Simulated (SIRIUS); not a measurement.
A run of SIRIUS 7.12.0:

The input run.py:

```python
import json, subprocess
import numpy as np
from ase.io import read
from ase.units import Bohr, Hartree
from ase.calculators.calculator import Calculator, all_changes, SCFError
from ase.eos import EquationOfState
from ase.units import GPa
from ase.calculators.mixing import SumCalculator
from dftd3.ase import DFTD3

class Sirius(Calculator):
    """Writes sirius.json, runs sirius.scf and reads output.json. Species files lie in the folder."""
    implemented_properties = ["energy", "free_energy", "forces", "magmom", "magmoms"]

    def __init__(self, settings, start):
        super().__init__()
        self.settings, self.start, self.warm = settings, start, False

    def run(self, atoms, settings, task):
        symbols = atoms.get_chemical_symbols()
        types = sorted(set(symbols))
        spin = settings["parameters"]["num_mag_dims"] > 0
        rows = {t: [] for t in types}
        for s, x, m in zip(symbols, atoms.get_scaled_positions(wrap=False), atoms.get_initial_magnetic_moments()):
            rows[s].append(list(x) + ([0, 0, m] if spin else []))
        cell = dict(lattice_vectors=(atoms.cell[:] / Bohr).tolist(), atom_types=types,
                    atom_files={t: t + ".json" for t in types}, atoms=rows)
        with open("sirius.json", "w") as f:
            json.dump(dict(settings, unit_cell=cell), f, indent=1)
        with open("sirius.log", "a") as log:
            subprocess.run(["sirius.scf", "--input=sirius.json", "--output=output.json", f"--task={task}"],
                           stdout=log, stderr=log, check=True)
        with open("output.json") as f:
            return json.load(f)["ground_state"], np.argsort(np.argsort(symbols, kind="stable"))

    def calculate(self, atoms=None, properties=["energy"], system_changes=all_changes):
        super().calculate(atoms, properties, system_changes)
        if not self.warm or "cell" in system_changes:
            loose = dict(self.settings, parameters={**self.settings["parameters"], **self.start})
            self.run(atoms, loose, task=0)  # loose LDA density as the start
            self.warm = True
        gs, order = self.run(atoms, self.settings, task=1)
        if not gs["converged"]:
            raise SCFError("SIRIUS did not converge")
        e = gs["energy"]
        free = e["free"] * Hartree  # E - TS, whose slope the forces are
        self.results = dict(energy=free, free_energy=free,
                            forces=np.array(gs["forces"])[order] * Hartree / Bohr)
        if "magnetisation" in gs:
            self.results["magmom"] = gs["magnetisation"]["total"][2]
            self.results["magmoms"] = np.array(gs["magnetisation"]["atoms"])[order, 2]
        self.gap, self.fermi = gs["band_gap"] * Hartree, gs["efermi"] * Hartree

settings = {'control': {'processing_unit': 'cpu',
             'std_evp_solver_name': 'lapack',
             'gen_evp_solver_name': 'lapack',
             'verbosity': 1,
             'print_forces': True,
             'ortho_rf': True,
             'use_second_variation': True,
             'rmt_max': 3.0},
 'parameters': {'electronic_structure_method': 'full_potential_lapwlo',
                'xc_functionals': ['XC_GGA_X_PBE', 'XC_GGA_C_PBE'],
                'core_relativity': 'dirac',
                'valence_relativity': 'iora',
                'num_fv_states': 37,
                'smearing': 'fermi_dirac',
                'smearing_width': 0.0018374661,
                'pw_cutoff': 20,
                'gk_cutoff': 3.47,
                'lmax_apw': 11,
                'lmax_rho': 8,
                'lmax_pot': 8,
                'num_mag_dims': 0,
                'auto_rmt': 0,
                'ngridk': [10, 10, 5],
                'shiftk': [0, 0, 0],
                'num_dft_iter': 80,
                'energy_tol': 1e-07,
                'density_tol': 1e-05,
                'use_symmetry': True},
 'settings': {'tol_ne': 1e-10},
 'iterative_solver': {'type': 'exact'},
 'mixer': {'type': 'anderson', 'beta': 0.5, 'max_history': 8}}
start = {'xc_functionals': ['XC_LDA_X', 'XC_LDA_C_PW'],
 'ngridk': [4, 4, 2],
 'gk_cutoff': 2.78,
 'smearing': 'fermi_dirac',
 'smearing_width': 0.0055,
 'energy_tol': 0.01,
 'density_tol': 0.05,
 'num_dft_iter': 30}

from ase import Atoms
atoms = Atoms(['Hf', 'Hf'],
              cell=[[3.1967, 0.0, 0.0], [-1.59835, 2.7684234083, 0.0], [0.0, 0.0, 5.0578]],
              scaled_positions=[[0.6666666667, 0.3333333333, 0.75], [0.3333333333, 0.6666666667, 0.25]], pbc=True)
sirius = Sirius(settings, start)
dispersion = DFTD3(method="pbe", damping="d3bj")
atoms.calc = SumCalculator([sirius, dispersion])

cell = atoms.cell.copy()
volumes, energies = [], []
for x in [0.94, 0.96, 0.98, 1.0, 1.02, 1.04, 1.06]:
    atoms.set_cell(cell * x ** (1 / 3), scale_atoms=True)
    volumes.append(atoms.get_volume() / len(atoms))
    energies.append(atoms.get_potential_energy() / len(atoms))
    print(f"{volumes[-1]:10.4f} A^3/atom {energies[-1]:16.6f} eV/atom")
eos = EquationOfState(volumes, energies, eos="birchmurnaghan")
v0, e0, b0 = eos.fit()
print(f"V0 {v0:.4f} A^3/atom, B0 {b0 / GPa:.2f} GPa, B0' {eos.eos_parameters[2]:.2f}")
result = dict(volumes=volumes, energies=energies)
result.update(gap=sirius.gap, fermi=sirius.fermi, **{k: np.array(v).tolist() for k, v in sirius.results.items() if "mag" in k})
result['dispersion'] = dispersion.get_potential_energy(atoms)
with open("result.json", "w") as f:
    json.dump(result, f)
```

Potentials or basis: all-electron FP-LAPW, apw+lo standard.

Command:

```sh
$ OMP_NUM_THREADS=1 python run.py
```

Hardware: 1 thread of AMD EPYC 9R45 96-Core Processor (Zen 5), with other jobs on the host.

Task: How long does it take, and how much memory?

Result: Wall time 4.6 min on 1 thread of AMD EPYC 9R45 96-Core Processor (Zen 5), with other jobs on the host, peak memory 0.54 GiB. Counts: scf iterations 84, scf runs 14, bands 37.
